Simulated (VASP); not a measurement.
# BaTiO3 (Pm-3m) in VASP: further runs, part 2 of 3

VASP 6.6.1. The steps go on from the part before.

## Step 3: Dielectric tensor, PBEsol

INCAR reads:

```
SYSTEM = BaTiO3
PREC = Accurate
ENCUT = 460
EDIFF = 1E-8
ISMEAR = 0
SIGMA = 0.01
LREAL = .FALSE.
LASPH = .TRUE.
NELM = 100
ALGO = Normal
ISIF = 2
LWAVE = .FALSE.
LCHARG = .FALSE.
GGA = PS
LEPSILON = .TRUE.
```

KPOINTS reads:

```
Automatic mesh
0
G
  7 7 7
  0 0 0
```

POSCAR reads:

```
BaTiO3
1.0
    4.0060000000      0.0000000000      0.0000000000
    0.0000000000      4.0060000000      0.0000000000
    0.0000000000      0.0000000000      4.0060000000
Ba Ti O
1 1 3
Direct
    0.5000000000      0.5000000000      0.5000000000
    0.0000000000      0.0000000000      0.0000000000
    0.0000000000      0.0000000000      0.5000000000
    0.0000000000      0.5000000000      0.0000000000
    0.5000000000      0.0000000000      0.0000000000
```

Potentials or basis: VASP PAW PBE potentials, release 64 (Ba_sv, Ti_sv, O).

Launch:

```
cat potpaw_PBE.64/Ba_sv/POTCAR potpaw_PBE.64/Ti_sv/POTCAR potpaw_PBE.64/O/POTCAR > POTCAR
mpirun -np 1 vasp_std > vasp.out
```

OUTCAR:

```text
SYSTEM = BaTiO3
   PREC = Accurate
   ENCUT = 460
   EDIFF = 1E-8
   ISMEAR = 0
   LREAL = .FALSE.
   LASPH = .TRUE.
   NELM = 100
   ISIF = 2
   GGA = PS
   LEPSILON = .TRUE.

 Found     20 irreducible k-points:

 Following reciprocal coordinates:
            Coordinates               Weight
  0.000000  0.000000  0.000000      1.000000
  0.142857  0.000000  0.000000      6.000000
  0.285714  0.000000  0.000000      6.000000
  0.428571  0.000000  0.000000      6.000000
  0.142857  0.142857  0.000000     12.000000
  0.285714  0.142857  0.000000     24.000000
   k-points           NKPTS =     20   k-points in BZ     NKDIM =     20   number of bands    NBANDS=     24
   number of dos      NEDOS =    301   number of ions     NIONS =      5
   total plane-waves  NPLWV =  21952
   dimension x,y,z NGX =    28 NGY =   28 NGZ =   28
   dimension x,y,z NGXF=    56 NGYF=   56 NGZF=   56
   ions per type =               1   1   3
   NGX,Y,Z   is equivalent  to a cutoff of  11.62, 11.62, 11.62 a.u.
   NGXF,Y,Z  is equivalent  to a cutoff of  23.24, 23.24, 23.24 a.u.
 SYSTEM =  BaTiO3
   PREC   = accura    normal or accurate (medium, high low for compatibility)
   ISTART =      0    job   : 0-new  1-cont  2-samecut
   ICHARG =      2    charge: 1-file 2-atom 10-const
   ISPIN  =      1    spin polarized calculation?
   LNONCOLLINEAR =      F non collinear calculations
   LSORBIT =      F    spin-orbit coupling
   LASPH  =      T    aspherical Exc in radial PAW
   ENCUT  =  460.0 eV  33.81 Ry    5.81 a.u.   7.01  7.01  7.01*2*pi/ulx,y,z
   NELM   =    100;   NELMIN=  2; NELMDL= -5     # of ELM steps
   EDIFF  = 0.1E-07   stopping-criterion for ELM
   LREAL  =      F    real-space projection
   EDIFFG = 0.1E-06   stopping-criterion for IOM
   NSW    =      0    number of steps for IOM
   IBRION =     -1    ionic relax: 0-MD 1-quasi-New 2-CG
   NFREE  =      0    steps in history (QN), initial steepest desc. (CG)
   ISIF   =      2    stress and relaxation
   ISYM   =      2    0-nonsym 1-usesym 2-fastsym
   POTIM  = 0.5000    time-step for ionic-motion
   TEBEG  =    0.0;   TEEND  =   0.0 temperature during run
   PSTRESS=    0.0 pullay stress
   NELECT =      40.0000    total number of electrons
   NUPDOWN=      -1.0000    fix difference up-down
[... 245 lines left out ...]

  energy without entropy =       -1.09065364

------------------------ aborting loop because EDIFF is reached ----------------------------------------

--------------------------------------- Ionic step        2  -------------------------------------------

------------------------ aborting loop because EDIFF is reached ----------------------------------------

--------------------------------------- Ionic step        3  -------------------------------------------

 Free energy of the ion-electron system (eV)
  ---------------------------------------------------
  ---------------------------------------------------
  free energy    TOTEN  =        -1.09070020 eV

  energy without entropy =       -1.09070020

------------------------ aborting loop because EDIFF is reached ----------------------------------------

 PIEZOELECTRIC TENSOR FIELD DIRECTION 3  (e Angst)
 -----------------------------------------------------------------------------
     0.00888  0.00000  0.00000           ( -0.00003  0.00000 -0.00000)
     0.00000  0.00888 -0.00000           (  0.00000 -0.00003  0.00000)
     0.00000 -0.00000 -0.01566           ( -0.00000  0.00000  0.00039)

 PIEZOELECTRIC TENSOR FIELD DIRECTION 3  (C/m^2)
 -----------------------------------------------------------------------------
     0.00221  0.00000  0.00000
     0.00000  0.00221 -0.00000
     0.00000 -0.00000 -0.00390

 MACROSCOPIC STATIC DIELECTRIC TENSOR (including local field effects in DFT)
 ------------------------------------------------------
           6.845028    -0.000000    -0.000000
           0.000000     6.845028    -0.000000
           0.000000     0.000000     6.845028
 ------------------------------------------------------

 PIEZOELECTRIC TENSOR (including local field effects)  for field in x, y, z        (e  Angst)
          XX          YY          ZZ          XY          YZ          ZX
  --------------------------------------------------------------------------------
  x     0.00000     0.00000     0.00000     0.00000     0.00000     0.00000
  y     0.00000     0.00000     0.00000     0.00000     0.00000     0.00000
  z     0.00000     0.00000     0.00000     0.00000     0.00000     0.00000

 PIEZOELECTRIC TENSOR (including local field effects)  for field in x, y, z        (C/m^2)
          XX          YY          ZZ          XY          YZ          ZX
  --------------------------------------------------------------------------------
  x     0.00000     0.00000     0.00000     0.00000     0.00000     0.00000
  y     0.00000     0.00000     0.00000     0.00000     0.00000     0.00000
  z     0.00000     0.00000     0.00000     0.00000     0.00000     0.00000

 BORN EFFECTIVE CHARGES (including local field effects) (in |e|, cummulative output)
 ---------------------------------------------------------------------------------
 ion    1
    1     2.74145     0.00000     0.00000
    2     0.00000     2.74145    -0.00000
    3    -0.00000     0.00000     2.74145
 ion    2
    1     7.43821     0.00000     0.00000
    2    -0.00000     7.43821    -0.00000
    3    -0.00000    -0.00000     7.43821
 ion    3
    1    -2.14291    -0.00000     0.00000
    2    -0.00000    -2.14291     0.00000
    3    -0.00000    -0.00000    -5.89384
 ion    4
    1    -2.14291    -0.00000     0.00000
    2    -0.00000    -5.89384    -0.00000
    3     0.00000    -0.00000    -2.14291
 ion    5
    1    -5.89384     0.00000     0.00000
    2    -0.00000    -2.14291     0.00000
    3     0.00000    -0.00000    -2.14291
```

stdout:

```text
POSCAR found type information on POSCAR BaTiO
 POSCAR found :  3 types and       5 ions
 scaLAPACK will be used
 -----------------------------------------------------------------------------
|                                                                             |
[... 28 lines left out ...]
 dielectric tensor                  component  3 :    -0.524    -0.782     9.373
 Linear response to external field, progress :
  Direction:   1
 dielectric tensor                  component  1 :     6.845    -0.896    -0.768
 Linear response to external field, progress :
  Direction:   2
 dielectric tensor                  component  2 :    -0.895     6.845    -0.769
 Linear response to external field, progress :
  Direction:   3
 dielectric tensor                  component  3 :    -0.659    -1.005     6.845
 Born effective charges drift removed
```

Wall time 8.5 min (1 thread of Intel Xeon Platinum 8375C at 2.90GHz (Ice Lake), shared host); peak memory 0.27 GiB.

These settings aren't checked as converged: the numbers below hold their error.

What came out:

- Band gap on the k mesh: 1.76 eV, indirect (least direct gap 1.84 eV)
- Electronic dielectric tensor (diagonal): 6.85
- Born charges (mean of the diagonal): Ba +2.74; Ti +7.44; O -3.39 e

Caveat: spin-orbit coupling is left out, which moves the levels of the heavy elements; an odd mesh through Γ misses points on the zone boundary, where band edges often lie.

## Step 4: Dielectric tensor, PBEsol

Changes to INCAR since step 3:

```diff
@@ -2,3 +2,3 @@
 PREC = Accurate
-ENCUT = 460
+ENCUT = 650
 EDIFF = 1E-8
```

KPOINTS is that of step 3.

POSCAR is that of step 3.

Potentials or basis: VASP PAW PBE potentials, release 64 (Ba_sv, Ti_sv, O).

Launch:

```
cat potpaw_PBE.64/Ba_sv/POTCAR potpaw_PBE.64/Ti_sv/POTCAR potpaw_PBE.64/O/POTCAR > POTCAR
mpirun -np 1 vasp_std > vasp.out
```

OUTCAR:

```text
SYSTEM = BaTiO3
   PREC = Accurate
   ENCUT = 650
   EDIFF = 1E-8
   ISMEAR = 0
   LREAL = .FALSE.
   LASPH = .TRUE.
   NELM = 100
   ISIF = 2
   GGA = PS
   LEPSILON = .TRUE.

 Found     20 irreducible k-points:

 Following reciprocal coordinates:
            Coordinates               Weight
  0.000000  0.000000  0.000000      1.000000
  0.142857  0.000000  0.000000      6.000000
  0.285714  0.000000  0.000000      6.000000
  0.428571  0.000000  0.000000      6.000000
  0.142857  0.142857  0.000000     12.000000
  0.285714  0.142857  0.000000     24.000000
   k-points           NKPTS =     20   k-points in BZ     NKDIM =     20   number of bands    NBANDS=     24
   number of dos      NEDOS =    301   number of ions     NIONS =      5
   total plane-waves  NPLWV =  46656
   dimension x,y,z NGX =    36 NGY =   36 NGZ =   36
   dimension x,y,z NGXF=    72 NGYF=   72 NGZF=   72
   ions per type =               1   1   3
   NGX,Y,Z   is equivalent  to a cutoff of  14.94, 14.94, 14.94 a.u.
   NGXF,Y,Z  is equivalent  to a cutoff of  29.88, 29.88, 29.88 a.u.
 SYSTEM =  BaTiO3
   PREC   = accura    normal or accurate (medium, high low for compatibility)
   ISTART =      0    job   : 0-new  1-cont  2-samecut
   ICHARG =      2    charge: 1-file 2-atom 10-const
   ISPIN  =      1    spin polarized calculation?
   LNONCOLLINEAR =      F non collinear calculations
   LSORBIT =      F    spin-orbit coupling
   LASPH  =      T    aspherical Exc in radial PAW
   ENCUT  =  650.0 eV  47.77 Ry    6.91 a.u.   8.33  8.33  8.33*2*pi/ulx,y,z
   NELM   =    100;   NELMIN=  2; NELMDL= -5     # of ELM steps
   EDIFF  = 0.1E-07   stopping-criterion for ELM
   LREAL  =      F    real-space projection
   EDIFFG = 0.1E-06   stopping-criterion for IOM
   NSW    =      0    number of steps for IOM
   IBRION =     -1    ionic relax: 0-MD 1-quasi-New 2-CG
   NFREE  =      0    steps in history (QN), initial steepest desc. (CG)
   ISIF   =      2    stress and relaxation
   ISYM   =      2    0-nonsym 1-usesym 2-fastsym
   POTIM  = 0.5000    time-step for ionic-motion
   TEBEG  =    0.0;   TEEND  =   0.0 temperature during run
   PSTRESS=    0.0 pullay stress
   NELECT =      40.0000    total number of electrons
   NUPDOWN=      -1.0000    fix difference up-down
   EMIN   =  10.00;   EMAX   =-10.00  energy-range for DOS
   EFERMI =   0.00;   METHOD = LEGACY
   ISMEAR =     0;   SIGMA  =   0.01  broadening in eV -4-tet -1-fermi 0-gaus
   EFERMI_NEDOS =   21; number of points for ismear=-14 and -15
   IALGO  =     38    algorithm
   IMIX   =      4    mixing-type and parameters
     AMIX     =   0.40;   BMIX     =  1.00
     AMIX_MAG =   1.60;   BMIX_MAG =  1.00
  volume/ion in A,a.u.               =      12.86        86.77
  Fermi-wavevector in a.u.,A,eV,Ry     =   1.397603  2.641087 26.576187  1.953295
  Thomas-Fermi vector in A             =   2.520843
   LORBIT       =      0    0 simple, 1 ext, 2 COOP (PROOUT), +10 PAW based schemes
   GGA     = PS    functional components
   LHFCALC =     F    Hartree Fock is set to
   AEXX    =    0.0000 exact exchange contribution
   IVDW    =     0    specifies the selected vdW correction
   LEPSILON=     T    determine dielectric tensor
   LRPA    =     F    only Hartree local field effects (RPA)
 non-spin polarized calculation
 Gauss-broadening in eV      SIGMA  =   0.01
  energy-cutoff  :      650.00
  volume of cell :       64.29
 maximum number of plane-waves:      2469
 NGX is ok and might be reduce to    36
   NGX = 17   NGY = 17   NGZ = 17

[... 185 lines left out ...]
  energy-cutoff  :      650.00
  volume of cell :       64.29
      direct lattice vectors                 reciprocal lattice vectors
     4.006000000  0.000000000  0.000000000     0.249625562  0.000000000  0.000000000
     0.000000000  4.006000000  0.000000000     0.000000000  0.249625562  0.000000000
     0.000000000  0.000000000  4.006000000     0.000000000  0.000000000  0.249625562

 POSITION                                       TOTAL-FORCE (eV/Angst)
 -----------------------------------------------------------------------------------
      2.00300      2.00300      2.00300         0.000000      0.000000      0.000000
      0.00000      0.00000      0.00000         0.000000      0.000000      0.000000
      0.00000      0.00000      2.00300         0.000000      0.000000      0.000000
      0.00000      2.00300      0.00000         0.000000      0.000000      0.000000
      2.00300      0.00000      0.00000         0.000000      0.000000      0.000000
 -----------------------------------------------------------------------------------
    total drift:                                0.000000      0.000000     -0.000000

  FREE ENERGIE OF THE ION-ELECTRON SYSTEM (eV)
  ---------------------------------------------------
  free  energy   TOTEN  =       -41.9830579279 eV

  energy  without entropy=      -41.9830579279  energy(sigma->0) =      -41.98305793

 HEAD OF MICROSCOPIC STATIC DIELECTRIC TENSOR (INDEPENDENT PARTICLE, excluding Hartree and local field effects)
 ------------------------------------------------------
           7.034035    -0.000000     0.000000
           0.000000     7.034035     0.000000
          -0.000000    -0.000000     7.034035
 ------------------------------------------------------

 Free energy of the ion-electron system (eV)
  ---------------------------------------------------
  ---------------------------------------------------
  free energy    TOTEN  =        -1.09184968 eV

  energy without entropy =       -1.09184968

------------------------ aborting loop because EDIFF is reached ----------------------------------------

--------------------------------------- Ionic step        2  -------------------------------------------

------------------------ aborting loop because EDIFF is reached ----------------------------------------

--------------------------------------- Ionic step        3  -------------------------------------------

 Free energy of the ion-electron system (eV)
  ---------------------------------------------------
  ---------------------------------------------------
  free energy    TOTEN  =        -1.09184966 eV

  energy without entropy =       -1.09184966

------------------------ aborting loop because EDIFF is reached ----------------------------------------

 PIEZOELECTRIC TENSOR FIELD DIRECTION 3  (e Angst)
 -----------------------------------------------------------------------------
     0.00886  0.00000 -0.00000           ( -0.00003  0.00000 -0.00000)
     0.00000  0.00886  0.00000           (  0.00000 -0.00003  0.00000)
     0.00000 -0.00000 -0.01563           ( -0.00000  0.00000  0.00039)

 PIEZOELECTRIC TENSOR FIELD DIRECTION 3  (C/m^2)
 -----------------------------------------------------------------------------
     0.00221  0.00000 -0.00000
     0.00000  0.00221  0.00000
     0.00000 -0.00000 -0.00389

 MACROSCOPIC STATIC DIELECTRIC TENSOR (including local field effects in DFT)
 ------------------------------------------------------
           6.845522    -0.000000     0.000000
          -0.000000     6.845522    -0.000000
           0.000000    -0.000000     6.845522
 ------------------------------------------------------

 PIEZOELECTRIC TENSOR (including local field effects)  for field in x, y, z        (e  Angst)
          XX          YY          ZZ          XY          YZ          ZX
  --------------------------------------------------------------------------------
  x     0.00000     0.00000     0.00000     0.00000     0.00000     0.00000
  y     0.00000     0.00000     0.00000     0.00000     0.00000     0.00000
  z     0.00000     0.00000     0.00000     0.00000     0.00000     0.00000

 PIEZOELECTRIC TENSOR (including local field effects)  for field in x, y, z        (C/m^2)
          XX          YY          ZZ          XY          YZ          ZX
  --------------------------------------------------------------------------------
  x     0.00000     0.00000     0.00000     0.00000     0.00000     0.00000
  y     0.00000     0.00000     0.00000     0.00000     0.00000     0.00000
  z     0.00000     0.00000     0.00000     0.00000     0.00000     0.00000

 BORN EFFECTIVE CHARGES (including local field effects) (in |e|, cummulative output)
 ---------------------------------------------------------------------------------
 ion    1
    1     2.73985    -0.00000    -0.00000
    2    -0.00000     2.73985     0.00000
    3     0.00000     0.00000     2.73985
 ion    2
    1     7.43750    -0.00000     0.00000
    2    -0.00000     7.43750    -0.00000
    3     0.00000    -0.00000     7.43750
 ion    3
    1    -2.14157    -0.00000     0.00000
    2    -0.00000    -2.14157    -0.00000
    3     0.00000     0.00000    -5.89420
 ion    4
    1    -2.14157    -0.00000    -0.00000
    2    -0.00000    -5.89420    -0.00000
    3    -0.00000    -0.00000    -2.14157
 ion    5
    1    -5.89420    -0.00000     0.00000
    2     0.00000    -2.14157     0.00000
    3    -0.00000    -0.00000    -2.14157
```

It took 15 min on 1 thread of Intel Xeon Platinum 8375C at 2.90GHz (Ice Lake), shared host; peak memory 0.43 GiB.

The run converged, but some of its settings lie outside the range that counts as converged, so its numbers aren't taken as properties of the crystal.

Results:

| Property | Result |
| --- | --- |
| Band gap on the k mesh | 1.76 eV, indirect (least direct gap 1.84 eV) |
| Electronic dielectric tensor (diagonal) | 6.85 |
| Born charges (mean of the diagonal) | Ba +2.74; Ti +7.44; O -3.39 e |

Caveat: spin-orbit coupling is left out, which moves the levels of the heavy elements; an odd mesh through Γ misses points on the zone boundary, where band edges often lie.

[end of part 2 of 3]
